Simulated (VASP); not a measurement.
# FeS2 (Marcasite) (Pnnm) in VASP: notebook

The runs below take FeS2 (Marcasite) through relaxation of cell and atoms, with PBEsol, LDA.

All numbers are computed with VASP 6.6.1; they aren't measurements. Logs are shortened: lines on timing, memory, paths and dates and some standing lists are left out, and cuts for length are marked.

### Step 1. The structure

The structure is orthorhombic, space group Pnnm (No. 58). The conventional cell has a = 4.440 Å, b = 5.390 Å, c = 3.370 Å, α = 90.00°, β = 90.00°, γ = 90.00°. Fe (site symmetry 2/m) is surrounded by 6 S at 2.21 to 2.24 Å. S (site symmetry m) is surrounded by 3 Fe at 2.21 to 2.24 Å and 1 S at 2.25 Å.

### Step 2. Relaxation of cell and atoms, PBEsol

INCAR reads:

```
ALGO     = Normal         # electronic algorithm
EDIFF    = 1E-6           # SCF threshold, eV
EDIFFG   = -0.005         # ionic threshold
ENCUT    = 420            # plane-wave cutoff, eV
GGA      = PS             # functional
IBRION   = 2              # ionic algorithm
ISIF     = 3              # what is computed and relaxed
ISMEAR   = 0              # smearing method
LASPH    = T              # aspherical terms in the spheres
LCHARG   = F              # write CHGCAR
LREAL    = F              # projectors in reciprocal space
LWAVE    = F              # write WAVECAR
NELM     = 100            # most SCF steps
NSW      = 40             # ionic steps
PREC     = Accurate       # precision mode
SIGMA    = 0.02           # smearing width, eV
```

KPOINTS reads:

```
k-points
0
Gamma
  6 5 8
```

POSCAR reads:

```
FeS2
1.0
    4.4400000000      0.0000000000      0.0000000000
    0.0000000000      5.3900000000      0.0000000000
    0.0000000000      0.0000000000      3.3700000000
Fe S
2 4
Direct
    0.0000000000      0.0000000000      0.0000000000
    0.5000000000      0.5000000000      0.5000000000
    0.2030000000      0.3750000000      0.0000000000
    0.2970000000      0.8750000000      0.5000000000
    0.7970000000      0.6250000000      0.0000000000
    0.7030000000      0.1250000000      0.5000000000
```

Potentials or basis: VASP PAW PBE potentials, release 64 (Fe, S).

Command:

```sh
cat potpaw_PBE.64/Fe/POTCAR potpaw_PBE.64/S/POTCAR > POTCAR
mpirun -np 1 vasp_std > vasp.out
```

OUTCAR:

```text
EDIFF = 1E-6
   EDIFFG = -0.005
   ENCUT = 420
   GGA = PS
   IBRION = 2
   ISIF = 3
   ISMEAR = 0
   LASPH = T
   LREAL = F
   NELM = 100
   NSW = 40
   PREC = Accurate

 ion  position               nearest neighbor table
   1  0.000  0.000  0.000-   3 2.21   5 2.21   4 2.24   6 2.24   4 2.24   6 2.24
   2  0.500  0.500  0.500-   4 2.21   6 2.21   5 2.24   3 2.24   3 2.24   5 2.24
   3  0.203  0.375  0.000-   1 2.21   2 2.24   2 2.24   5 2.25
   4  0.297  0.875  0.500-   2 2.21   1 2.24   1 2.24   6 2.25
   5  0.797  0.625  0.000-   1 2.21   2 2.24   2 2.24   3 2.25
   6  0.703  0.125  0.500-   2 2.21   1 2.24   1 2.24   4 2.25

  LATTYP: Found a simple orthorhombic cell.
 ALAT       =     3.3700000000
 B/A-ratio  =     1.3175074184
 C/A-ratio  =     1.5994065282

  Lattice vectors:

 A1 = (   0.0000000000,   0.0000000000,   3.3700000000)
 A2 = (   4.4400000000,   0.0000000000,   0.0000000000)
 A3 = (   0.0000000000,   5.3900000000,   0.0000000000)

Analysis of symmetry for initial positions (statically):
=====================================================================
 Subroutine PRICEL returns:
 Original cell was already a primitive cell.

 Routine SETGRP: Setting up the symmetry group for a
 simple orthorhombic supercell.

 Subroutine GETGRP returns: Found  8 space group operations
 (whereof  4 operations were pure point group operations)
 out of a pool of  8 trial point group operations.

The static configuration has the point symmetry C_2h.
 The point group associated with its full space group is D_2h.

Analysis of symmetry for dynamics (positions and initial velocities):
=====================================================================
 Subroutine PRICEL returns:
 Original cell was already a primitive cell.

 Routine SETGRP: Setting up the symmetry group for a
 simple orthorhombic supercell.

 Subroutine GETGRP returns: Found  8 space group operations
 (whereof  4 operations were pure point group operations)
 out of a pool of  8 trial point group operations.

The dynamic configuration has the point symmetry C_2h.
 The point group associated with its full space group is D_2h.

 Subroutine INISYM returns: Found  8 space group operations
 (whereof  4 operations are pure point group operations),
 and found     1 'primitive' translations

----------------------------------------------------------------------------------------

                                     Primitive cell

  volume of cell :      80.6495

  direct lattice vectors                    reciprocal lattice vectors
     4.440000000  0.000000000  0.000000000     0.225225225  0.000000000  0.000000000
     0.000000000  5.390000000  0.000000000     0.000000000  0.185528757  0.000000000
     0.000000000  0.000000000  3.370000000     0.000000000  0.000000000  0.296735905

  length of vectors
     4.440000000  5.390000000  3.370000000     0.225225225  0.185528757  0.296735905

  position of ions in fractional coordinates (direct lattice)
     0.000000000  0.000000000  0.000000000
     0.500000000  0.500000000  0.500000000
     0.203000000  0.375000000  0.000000000
     0.297000000  0.875000000  0.500000000
     0.797000000  0.625000000  0.000000000
     0.703000000  0.125000000  0.500000000

  ion indices of the primitive-cell ions
   primitive index   ion index
                 1           1
                 2           2
                 3           3
                 4           4
                 5           5
                 6           6

----------------------------------------------------------------------------------------

 KPOINTS: k-points

Automatic generation of k-mesh.
 Grid dimensions read from file:
 generate k-points for:    6    5    8

 Generating k-lattice:

  Cartesian coordinates                     Fractional coordinates (reciprocal lattice)
     0.037537538  0.000000000  0.000000000     0.166666667  0.000000000  0.000000000
     0.000000000  0.037105751  0.000000000     0.000000000  0.200000000  0.000000000
     0.000000000  0.000000000  0.037091988     0.000000000  0.000000000  0.125000000

  Length of vectors
     0.037537538  0.037105751  0.037091988

  Shift w.r.t. Gamma in fractional coordinates (k-lattice)
     0.000000000  0.000000000  0.000000000

 Subroutine IBZKPT returns following result:
 ===========================================

 Found     60 irreducible k-points:

 Following reciprocal coordinates:
            Coordinates               Weight
  0.000000  0.000000  0.000000      1.000000
  0.166667  0.000000  0.000000      2.000000
  0.333333  0.000000  0.000000      2.000000
  0.500000  0.000000  0.000000      1.000000
  0.000000  0.200000  0.000000      2.000000
  0.166667  0.200000  0.000000      4.000000
[... 16 lines left out ...]
  0.333333  0.400000  0.125000      8.000000
  0.500000  0.400000  0.125000      4.000000
 [... further k-points ...]
   k-points           NKPTS =     60   k-points in BZ     NKDIM =     60   number of bands    NBANDS=     24
   number of dos      NEDOS =    301   number of ions     NIONS =      6
   total plane-waves  NPLWV =  25920
   dimension x,y,z NGX =    30 NGY =   36 NGZ =   24
   dimension x,y,z NGXF=    60 NGYF=   72 NGZF=   48
   ions per type =               2   4
   NGX,Y,Z   is equivalent  to a cutoff of  11.23, 11.10, 11.84 a.u.
   NGXF,Y,Z  is equivalent  to a cutoff of  22.47, 22.21, 23.68 a.u.
 SYSTEM =  unknown system
   PREC   = accura    normal or accurate (medium, high low for compatibility)
   ISTART =      0    job   : 0-new  1-cont  2-samecut
   ICHARG =      2    charge: 1-file 2-atom 10-const
   ISPIN  =      1    spin polarized calculation?
   LNONCOLLINEAR =      F non collinear calculations
   LSORBIT =      F    spin-orbit coupling
   LASPH  =      T    aspherical Exc in radial PAW
   ENCUT  =  420.0 eV  30.87 Ry    5.56 a.u.   7.42  9.01  5.63*2*pi/ulx,y,z
   NELM   =    100;   NELMIN=  2; NELMDL= -5     # of ELM steps
   EDIFF  = 0.1E-05   stopping-criterion for ELM
   LREAL  =      F    real-space projection
   EDIFFG = -.5E-02   stopping-criterion for IOM
   NSW    =     40    number of steps for IOM
   IBRION =      2    ionic relax: 0-MD 1-quasi-New 2-CG
   NFREE  =      1    steps in history (QN), initial steepest desc. (CG)
   ISIF   =      3    stress and relaxation
   ISYM   =      2    0-nonsym 1-usesym 2-fastsym
   POTIM  = 0.5000    time-step for ionic-motion
   TEBEG  =    0.0;   TEEND  =   0.0 temperature during run
   PSTRESS=    0.0 pullay stress
   NELECT =      40.0000    total number of electrons
   NUPDOWN=      -1.0000    fix difference up-down
   EMIN   =  10.00;   EMAX   =-10.00  energy-range for DOS
   EFERMI =   0.00;   METHOD = LEGACY
   ISMEAR =     0;   SIGMA  =   0.02  broadening in eV -4-tet -1-fermi 0-gaus
   EFERMI_NEDOS =   21; number of points for ismear=-14 and -15
   IALGO  =     38    algorithm
   IMIX   =      4    mixing-type and parameters
     AMIX     =   0.40;   BMIX     =  1.00
     AMIX_MAG =   1.60;   BMIX_MAG =  1.00
  volume/ion in A,a.u.               =      13.44        90.71
  Fermi-wavevector in a.u.,A,eV,Ry     =   1.295869  2.448836 22.847927  1.679275
  Thomas-Fermi vector in A             =   2.427361
   LORBIT       =      0    0 simple, 1 ext, 2 COOP (PROOUT), +10 PAW based schemes
   GGA     = PS    functional components
   LHFCALC =     F    Hartree Fock is set to
   AEXX    =    0.0000 exact exchange contribution
   IVDW    =     0    specifies the selected vdW correction
   LEPSILON=     F    determine dielectric tensor
   LRPA    =     F    only Hartree local field effects (RPA)
 conjugate gradient relaxation of ions
 non-spin polarized calculation
 Gauss-broadening in eV      SIGMA  =   0.02
  energy-cutoff  :      420.00
  volume of cell :       80.65
 maximum number of plane-waves:      1598
 NGX is ok and might be reduce to    30
   NGX = 15   NGY = 19   NGZ = 11

--------------------------------------- Ionic step        1  -------------------------------------------

 number of electron      39.9999995 magnetization

 Free energy of the ion-electron system (eV)
  ---------------------------------------------------
  ext. energy  EPLUGINS =         0.00000000
  ---------------------------------------------------
  free energy    TOTEN  =       -39.51205151 eV

  energy without entropy =      -39.51205151  energy(sigma->0) =      -39.51205151

------------------------ aborting loop because EDIFF is reached ----------------------------------------

  FORCE on cell =-STRESS in cart. coord.  units (eV):
  Direction    XX          YY          ZZ          XY          YZ          ZX
  --------------------------------------------------------------------------------------
  -------------------------------------------------------------------------------------
  Total       -3.0596066     -2.4562116     -2.6966577      0.0000000      0.0000000      0.0000000
  in kB      -60.7819378    -48.7949326    -53.5716179      0.0000000      0.0000000      0.0000000
  external PRESSURE =     -54.3828294 kB  Pullay stress =       0.0000000 kB
[... 305 lines left out ...]
  energy  without entropy=      -39.5662296526  energy(sigma->0) =      -39.56622965

--------------------------------------- Ionic step        9  -------------------------------------------

 number of electron      39.9999984 magnetization

 Free energy of the ion-electron system (eV)
  ---------------------------------------------------
  ext. energy  EPLUGINS =         0.00000000
  ---------------------------------------------------
  free energy    TOTEN  =       -39.56624431 eV

  energy without entropy =      -39.56624431  energy(sigma->0) =      -39.56624431

 E-fermi :   8.3021     XC(G=0): -12.0937

 val. band max:        8.1950109269   @ k =   0.0000   0.4000   0.2500
 cond. band min:       9.1653001197   @ k =   0.0000   0.4000   0.5000
 fundamental gap:      0.9702891928
 Fermi energy:         8.3021453565

 k-point     1 :       0.0000    0.0000    0.0000
  band No.  band energies     occupation
      1      -8.8431      2.00000
      2      -6.2630      2.00000
      3      -4.4427      2.00000
      4      -3.5911      2.00000
      5       0.2636      2.00000
      6       1.8590      2.00000
[... 637 lines left out ...]
     23      10.0816      0.00000
     24      10.0816      0.00000

 [... further k-points ...]
[... 5 lines left out ...]
  --------------------------------------------------------------------------------------
  -------------------------------------------------------------------------------------
  Total        0.0089288      0.0176620     -0.0081054      0.0000000      0.0000000      0.0000000
  in kB        0.1832424      0.3624730     -0.1663451      0.0000000      0.0000000      0.0000000
  external PRESSURE =       0.1264568 kB  Pullay stress =       0.0000000 kB
[... 21 lines left out ...]
  FREE ENERGIE OF THE ION-ELECTRON SYSTEM (eV)
  ---------------------------------------------------
  free  energy   TOTEN  =       -39.5662443107 eV

  energy  without entropy=      -39.5662443107  energy(sigma->0) =      -39.56624431

 reached required accuracy - stopping structural energy minimisation
```

Run time: 2.9 min. Hardware: 1 thread of Intel Xeon 6975P-C (Granite Rapids), shared host; peak memory 0.21 GiB.

Results:

```yaml
Free_energy: -39.5662 eV
Relaxed_volume: 13.01 Å³/atom
Relaxed_cell: a = 4.370 Å, b = 5.338 Å, c = 3.346 Å, α = 90.00°, β = 90.00°, γ = 90.00°
Space_group_after_relaxing_to_0.05_Å: Pnnm (No. 58)
Energy_gained_by_relaxing: 9.0 meV/atom
Ionic_steps: 9
Pressure_after_relaxing: 0.0 GPa
Largest_force_after_relaxing: 0.003 eV/Å
Band_gap_on_the_k_mesh: 0.97 eV, indirect (least direct gap 1.25 eV)
```

Forces on the atoms (eV/Å):
```
Fe   0.000  0.000  0.000
Fe   0.000  0.000  0.000
S    0.002 -0.003  0.000
S   -0.002 -0.003  0.000
S   -0.002  0.003  0.000
S    0.002  0.003  0.000
```

Step by step:
```tsv
step	energy change (eV)	largest force (eV/Å)	pressure (GPa)	volume (Å³)
1	0.0000	0.2492	-5.44	80.65
2	-0.0015	0.0669	6.52	75.44
3	-0.0511	0.1106	0.16	77.95
4	-0.0511	0.1072	0.28	77.90
5	-0.0535	0.0420	0.19	77.97
6	-0.0538	0.0260	0.09	78.00
7	-0.0541	0.0079	-0.09	78.09
8	-0.0542	0.0095	0.00	78.07
9	-0.0542	0.0034	0.01	78.07
```

Final structure:
```
Fe S
1.0
     4.37043    0.00000    0.00000
     0.00000    5.33778    0.00000
     0.00000    0.00000    3.34650
Fe S
2 4
Direct
  0.00000 0.00000 0.00000
  0.50000 0.50000 0.50000
  0.20639 0.37484 0.00000
  0.29361 0.87484 0.50000
  0.79361 0.62516 0.00000
  0.70639 0.12516 0.50000
```

Levels at points of the mesh, in eV from the valence-band top:
```tsv
k point	band 18	band 19	band 20	band 21	band 22	band 23
(0.00, 0.00, 0.00)	-0.84	-0.83	-0.50	1.13	1.50	2.87
(0.50, 0.00, 0.00)	-0.72	-0.12	-0.12	1.92	1.92	1.93
(0.00, 0.00, 0.50)	-0.97	-0.47	-0.47	1.58	1.58	1.80
(0.50, 0.00, 0.50)	-0.82	-0.38	-0.38	1.58	1.58	1.99
```

Caveat: the PAW data sets were made with another functional, which shifts forces and pressure a little; an odd mesh through Γ misses points on the zone boundary, where band edges often lie. Spin polarisation is off, so any magnetic state and its effect on volume and gap are missing.

### Step 3. Relaxation of cell and atoms, LDA

INCAR reads:

```
PREC = Accurate
ENCUT = 420
EDIFF = 1E-7
ISMEAR = 0
SIGMA = 0.02
LREAL = False
LASPH = True
NELM = 150
ALGO = Normal
ISIF = 3
LWAVE = False
LCHARG = False
IBRION = 2
NSW = 60
EDIFFG = -0.005
```

KPOINTS reads:

```
regular mesh
0
Gamma
  6 5 8
```

POSCAR is that of step 2.

Potentials or basis: VASP PAW LDA potentials, release 64 (Fe, S).

Command:

```sh
cat potpaw_LDA.64/Fe/POTCAR potpaw_LDA.64/S/POTCAR > POTCAR
mpirun -np 1 vasp_std > vasp.out
```

OUTCAR:

```text
PREC = Accurate
   ENCUT = 420
   EDIFF = 1E-7
   ISMEAR = 0
   LREAL = False
   LASPH = True
   NELM = 150
   ISIF = 3
   IBRION = 2
   NSW = 60
   EDIFFG = -0.005

 ion  position               nearest neighbor table
   1  0.000  0.000  0.000-   3 2.21   5 2.21   4 2.24   6 2.24   4 2.24   6 2.24
   2  0.500  0.500  0.500-   4 2.21   6 2.21   5 2.24   3 2.24   3 2.24   5 2.24
   3  0.203  0.375  0.000-   1 2.21   2 2.24   2 2.24   5 2.25
   4  0.297  0.875  0.500-   2 2.21   1 2.24   1 2.24   6 2.25
   5  0.797  0.625  0.000-   1 2.21   2 2.24   2 2.24   3 2.25
   6  0.703  0.125  0.500-   2 2.21   1 2.24   1 2.24   4 2.25

  LATTYP: Found a simple orthorhombic cell.
 ALAT       =     3.3700000000
 B/A-ratio  =     1.3175074184
 C/A-ratio  =     1.5994065282

  Lattice vectors:

[... 394 lines left out ...]

 Free energy of the ion-electron system (eV)
  ---------------------------------------------------
  ext. energy  EPLUGINS =         0.00000000
  ---------------------------------------------------
  free energy    TOTEN  =       -42.05287878 eV

  energy without entropy =      -42.05287878  energy(sigma->0) =      -42.05287878

 E-fermi :   8.6328     XC(G=0): -12.2829

 val. band max:        8.4872293623   @ k =   0.0000   0.4000   0.2500
 cond. band min:       9.4744687972   @ k =   0.0000   0.4000   0.5000
 fundamental gap:      0.9872394349
 Fermi energy:         8.6327891525

 k-point     1 :       0.0000    0.0000    0.0000
  band No.  band energies     occupation
      1      -8.6781      2.00000
      2      -6.0116      2.00000
      3      -4.1785      2.00000
      4      -3.2700      2.00000
      5       0.4168      2.00000
      6       2.0391      2.00000
[... 637 lines left out ...]
     23      10.4055      0.00000
     24      10.4055      0.00000

 [... further k-points ...]
[... 5 lines left out ...]
  --------------------------------------------------------------------------------------
  -------------------------------------------------------------------------------------
  Total        0.0153195      0.0207143     -0.0042686      0.0000000      0.0000000      0.0000000
  in kB        0.3218157      0.4351420     -0.0896708      0.0000000      0.0000000      0.0000000
  external PRESSURE =       0.2224290 kB  Pullay stress =       0.0000000 kB
[... 21 lines left out ...]
  FREE ENERGIE OF THE ION-ELECTRON SYSTEM (eV)
  ---------------------------------------------------
  free  energy   TOTEN  =       -42.0528787810 eV

  energy  without entropy=      -42.0528787810  energy(sigma->0) =      -42.05287878

 reached required accuracy - stopping structural energy minimisation
```

CONTCAR:

```text
FeS2
   1.00000000000000
     4.3349659456651022   -0.0000000000000000    0.0000000000000000
    -0.0000000000000000    5.2971075497717370    0.0000000000000000
     0.0000000000000000    0.0000000000000000    3.3214282975008476
  Fe              S
     2     4
Direct
     0.0000000000000000    0.0000000000000000    0.0000000000000000
     0.5000000000000000    0.5000000000000000    0.5000000000000000
     0.2069369612197694    0.3744240721871577    0.0000000000000000
     0.2930630387802307    0.8744240721871576    0.5000000000000000
     0.7930630387802307    0.6255759278128424    0.0000000000000000
     0.7069369612197693    0.1255759278128424    0.5000000000000000

  0.00000000E+00  0.00000000E+00  0.00000000E+00
  0.00000000E+00  0.00000000E+00  0.00000000E+00
  0.00000000E+00  0.00000000E+00  0.00000000E+00
  0.00000000E+00  0.00000000E+00  0.00000000E+00
  0.00000000E+00  0.00000000E+00  0.00000000E+00
  0.00000000E+00  0.00000000E+00  0.00000000E+00
```

Run time: 5 min. Hardware: 1 thread of AMD EPYC 9R45 (Zen 5), shared host; peak memory 0.17 GiB.

What came out:

```
Free energy                            : -42.0529 eV
Relaxed volume                         : 12.71 Å³/atom
Relaxed cell                           : a = 4.335 Å, b = 5.297 Å, c = 3.321 Å, α = 90.00°, β = 90.00°, γ = 90.00°
Space group after relaxing (to 0.05 Å) : Pnnm (No. 58)
Energy gained by relaxing              : 24.7 meV/atom
Ionic steps                            : 10
Pressure after relaxing                : 0.0 GPa
Largest force after relaxing           : 0.003 eV/Å
Band gap on the k mesh                 : 0.99 eV, indirect (least direct gap 1.27 eV)
```

Forces on the atoms (eV/Å):
```
Fe   0.000  0.000  0.000
Fe   0.000  0.000  0.000
S    0.002 -0.003  0.000
S   -0.002 -0.003  0.000
S   -0.002  0.003  0.000
S    0.002  0.003  0.000
```

The path:
| step | energy change (eV) | largest force (eV/Å) | pressure (GPa) | volume (Å³) |
| --- | --- | --- | --- | --- |
| 1 | 0.0000 | 0.3227 | -9.43 | 80.65 |
| 2 | 0.0320 | 0.1682 | 13.39 | 71.76 |
| 3 | -0.1441 | 0.1308 | 0.03 | 76.23 |
| 4 | -0.1441 | 0.1261 | 0.25 | 76.14 |
| 5 | -0.1473 | 0.0516 | 0.15 | 76.19 |
| 6 | -0.1477 | 0.0312 | 0.12 | 76.22 |
| 7 | -0.1481 | 0.0074 | -0.14 | 76.34 |
| 8 | -0.1482 | 0.0086 | -0.07 | 76.30 |
| 9 | -0.1482 | 0.0010 | 0.06 | 76.25 |
| 10 | -0.1482 | 0.0035 | 0.02 | 76.27 |

Final structure:
```
Fe S
1.0
     4.33497    0.00000    0.00000
     0.00000    5.29711    0.00000
     0.00000    0.00000    3.32143
Fe S
2 4
Direct
  0.00000 0.00000 0.00000
  0.50000 0.50000 0.50000
  0.20694 0.37442 0.00000
  0.29306 0.87442 0.50000
  0.79306 0.62558 0.00000
  0.70694 0.12558 0.50000
```

Caveat: an odd mesh through Γ misses points on the zone boundary, where band edges often lie.
